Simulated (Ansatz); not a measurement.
**Sn: pressure against volume**

The task here is to estimate one member of a computed series from the others.

Method: DFT PBE, scalar-relativistic, in Ansatz 0.2.0.

## Starting point

The structure is tetragonal, space group I4/mmm (No. 139). Conventional cell: a = 3.182 Å, b = 3.182 Å, c = 5.831 Å, α = 90.00°, β = 90.00°, γ = 90.00°. Around Sn (site symmetry 4/mmm) lie 4 Sn at 3.18 Å.

Coordinates:

```cif
data_structure
_symmetry_space_group_name_H-M 'P 1'
_symmetry_Int_Tables_number 1
_cell_length_a 3.6827
_cell_length_b 3.6827
_cell_length_c 3.6827
_cell_angle_alpha 128.816
_cell_angle_beta 128.816
_cell_angle_gamma 75.306
_cell_volume 29.51
loop_
_atom_site_label
_atom_site_type_symbol
_atom_site_fract_x
_atom_site_fract_y
_atom_site_fract_z
_atom_site_occupancy
Sn1 Sn 0.00000 0.00000 0.00000 1
```

The structure is an experimental refinement, used without relaxation.

Set-up of the first run:

input.yaml

```yaml
crystal:
  lattice:
    - [-1.5692507429, 1.5692507429, 2.8762444938]
    - [1.5692507429, -1.5692507429, 2.8762444938]
    - [1.5692507429, 1.5692507429, -2.8762444938]
  atoms:
    - { symbol: Sn, position: [0.0, 0.0, 0.0] }
kpoints:
  mp_grid: { grid: [15, 15, 18] }
scf:
  occupations: { method: fermi_dirac, width: 0.08 }
hamiltonian:
  xc: pbe
  pseudopotentials: { kind: all_electron, lapw: { basis_error: 0.00025 } }
output:
  forces: true
  stress: true
  eigenvalues: true
```

Among the steps run: Volume × 0.96, LAPW; Volume × 0.96, PAW; Volume × 0.96, crystal datasets; Volume × 0.98, LAPW; Volume × 0.98, PAW; Volume × 1.02, LAPW; Volume × 1.02, PAW; Volume × 1.04, LAPW; Volume × 1.04, PAW; Volume × 1.04, crystal datasets.

One of the session's tables, all rows but one given; the rest of the session is left out.

| method | volume (Å³/atom) | pressure (GPa) |
| --- | --- | --- |
| LAPW | 28.332 | 0.06 |
| LAPW | 28.922 | -0.84 |
| LAPW | 29.512 | -1.64 |
| LAPW | 30.102 | -2.34 |
| LAPW | 30.693 | -2.97 |
| PAW | 28.332 | 0.06 |
| PAW | 28.922 | -0.84 |
| PAW | 29.512 | -1.64 |
| PAW | 30.102 | -2.34 |
| PAW | 30.693 | -2.97 |
| crystal datasets | 28.332 | ? |
| crystal datasets | 29.512 | -1.64 |
| crystal datasets | 30.693 | -2.97 |

Estimate the missing values for crystal datasets, 28.332.

The run gave: pressure (GPa): 0.07. In the column «pressure (GPa)» it is the highest.

Limits of these values: Shape and positions are held, so a fully relaxed modulus can be lower. Warnings in the runs' records: symmetry narrowed by mesh, gradients without spin orbit, crystal datasets made.
